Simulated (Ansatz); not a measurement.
This geometry of a periodic cell of 65 atoms, Al (surface Al(100), adsorbate Al) is a first-order saddle point. Atoms 1 to 16 are held.

Theory: DFT LDA, scalar-relativistic, plane waves, PAW in Ansatz. Settings: cutoff 420 eV, k mesh 3x3x1, gaussian smearing 0.1 eV, no spin polarisation.

```xyz
65
Lattice="11.2571 0.0000 0.0000 0.0000 11.2571 0.0000 0.0000 0.0000 17.9700" Properties=species:S:1:pos:R:3
Al 1.407 1.407 6.000
Al 4.221 1.407 6.000
Al 7.036 1.407 6.000
Al 9.850 1.407 6.000
Al 1.407 4.221 6.000
Al 4.221 4.221 6.000
Al 7.036 4.221 6.000
Al 9.850 4.221 6.000
Al 1.407 7.036 6.000
Al 4.221 7.036 6.000
Al 7.036 7.036 6.000
Al 9.850 7.036 6.000
Al 1.407 9.850 6.000
Al 4.221 9.850 6.000
Al 7.036 9.850 6.000
Al 9.850 9.850 6.000
Al 0.026 0.026 8.031
Al 2.819 0.015 8.041
Al 5.611 0.017 8.025
Al 8.448 0.003 7.994
Al 0.015 2.819 8.041
Al 2.814 2.814 8.078
Al 5.614 2.810 8.041
Al 8.443 2.814 8.001
Al 0.017 5.611 8.025
Al 2.810 5.614 8.041
Al 5.602 5.602 8.031
Al 8.438 5.626 7.994
Al 0.003 8.448 7.994
Al 2.814 8.443 8.001
Al 5.626 8.438 7.994
Al 8.443 8.443 7.996
Al 1.423 1.423 10.086
Al 4.209 1.419 10.120
Al 7.073 1.376 9.972
Al 9.858 1.410 10.017
Al 1.419 4.209 10.120
Al 4.205 4.205 10.086
Al 7.028 4.218 10.017
Al 9.813 4.253 9.972
Al 1.376 7.073 9.972
Al 4.218 7.028 10.017
Al 7.037 7.037 9.984
Al 9.835 7.051 9.980
Al 1.410 9.858 10.017
Al 4.253 9.813 9.972
Al 7.051 9.835 9.980
Al 9.848 9.848 9.984
Al 0.023 0.023 12.036
Al 2.975 -0.227 12.038
Al 5.723 -0.095 12.013
Al 8.488 -0.008 12.017
Al -0.227 2.975 12.038
Al 3.717 3.717 12.847
Al 5.856 2.653 12.038
Al 8.443 2.814 12.064
Al -0.095 5.723 12.013
Al 2.653 5.856 12.038
Al 5.606 5.606 12.036
Al 8.398 5.636 12.017
Al -0.008 8.488 12.017
Al 2.814 8.443 12.064
Al 5.636 8.398 12.017
Al 8.443 8.443 12.012
Al 1.912 1.912 12.847
```

(1) Which two structures does it join? (They come from a converged band through this point; their orientation in space is the band's.)

(2) How far does it lie above each of them?

## Answers

(1) Contacts lost: Al38–Al54, Al49–Al65. Contacts made: Al33–Al65, Al54–Al59. The atom that moves furthest is Al65, by 2.34 Å.

Image 0:

```xyz
65
Lattice="11.2571 0.0000 0.0000 0.0000 11.2571 0.0000 0.0000 0.0000 17.9700" Properties=species:S:1:pos:R:3
Al 1.407 1.407 6.000
Al 4.221 1.407 6.000
Al 7.036 1.407 6.000
Al 9.850 1.407 6.000
Al 1.407 4.221 6.000
Al 4.221 4.221 6.000
Al 7.036 4.221 6.000
Al 9.850 4.221 6.000
Al 1.407 7.036 6.000
Al 4.221 7.036 6.000
Al 7.036 7.036 6.000
Al 9.850 7.036 6.000
Al 1.407 9.850 6.000
Al 4.221 9.850 6.000
Al 7.036 9.850 6.000
Al 9.850 9.850 6.000
Al 0.009 0.009 8.047
Al 2.805 0.009 8.047
Al 5.621 0.007 8.011
Al 8.451 0.007 8.011
Al 0.009 2.805 8.047
Al 2.805 2.805 8.047
Al 5.621 2.807 8.011
Al 8.451 2.807 8.011
Al 0.007 5.621 8.011
Al 2.807 5.621 8.011
Al 5.625 5.625 7.997
Al 8.446 5.625 7.997
Al 0.007 8.451 8.011
Al 2.807 8.451 8.011
Al 5.625 8.446 7.997
Al 8.446 8.446 7.997
Al 1.407 1.407 10.173
Al 4.220 1.407 10.027
Al 7.036 1.407 9.988
Al 9.852 1.407 10.027
Al 1.407 4.220 10.027
Al 4.235 4.235 9.976
Al 7.036 4.223 9.977
Al 9.836 4.235 9.975
Al 1.407 7.036 9.988
Al 4.223 7.036 9.977
Al 7.036 7.036 9.968
Al 9.849 7.036 9.977
Al 1.407 9.852 10.027
Al 4.235 9.836 9.976
Al 7.036 9.849 9.977
Al 9.836 9.836 9.975
Al -0.120 -0.120 12.043
Al 2.935 -0.121 12.043
Al 5.665 0.000 12.008
Al 8.407 0.000 12.008
Al -0.120 2.935 12.043
Al 2.935 2.935 12.043
Al 5.665 2.815 12.008
Al 8.407 2.815 12.008
Al 0.000 5.665 12.008
Al 2.815 5.665 12.008
Al 5.629 5.629 11.977
Al 8.442 5.630 11.977
Al 0.000 8.407 12.008
Al 2.815 8.407 12.008
Al 5.629 8.442 11.977
Al 8.442 8.442 11.977
Al 1.407 1.407 13.519
```

Image 4:

Only the atoms that move by more than 0.05 Å are listed.
```
Al17 0.003 0.003 7.997
Al27 5.619 5.619 8.047
Al33 1.393 1.393 9.976
Al38 4.221 4.221 10.173
Al49 -0.001 -0.001 11.977
Al50 2.814 -0.036 12.008
Al51 5.629 -0.036 12.008
Al53 -0.036 2.814 12.008
Al54 4.221 4.221 13.519
Al55 5.749 2.694 12.043
Al56 8.479 2.814 12.008
Al57 -0.036 5.629 12.008
Al58 2.694 5.749 12.043
Al59 5.749 5.749 12.043
Al62 2.814 8.479 12.008
Al65 2.694 2.694 12.043
```

(2) 0.248 eV above the first and 0.248 eV above the second. This is the barrier of this one path; another mechanism may lie lower. Limits of this set-up: thin slab, slab without dipole correction.

Time of the run: 13 min on 8 CPU threads of a shared host.
